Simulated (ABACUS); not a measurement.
Rh:

```xyz
1
Lattice="0.0000 1.8979 1.8979 1.8979 0.0000 1.8979 1.8979 1.8979 0.0000" Properties=species:S:1:pos:R:3 pbc="T T T"
Rh    0.0000    0.0000    0.0000
```

Base run:

| Quantity | Value |
| --- | --- |
| Program | ABACUS 3.10.1 |
| Functional | PBE |
| Potentials or basis | PseudoDojo NC SR 0.4.1 PBE standard |
| Cutoff | 1211 eV |
| Density cutoff | 4844 eV |
| Basis | plane waves |
| k mesh | 12 × 12 × 12 |
| Occupations | fermi-dirac, width 0.05 eV |
| Spin | no spin polarisation |

Its results: band gap on the k mesh none (metal or under the smearing width); pressure 7.7 GPa.

Task: The run is repeated on the same cell with these changes: cutoff from 1211 eV to 1361 eV; density cutoff from 4844 eV to 5442 eV; basis from plane waves to DZP LCAO (the cutoffs set its grid). What comes out?

Result: Band gap on the k mesh none (metal or under the smearing width); pressure 9.1 GPa.

Caveats: the atomic orbitals were generated for these runs and aren't a published set (some runs); the basis of atomic orbitals isn't converged, which shifts pressures, moduli and gaps (some runs).
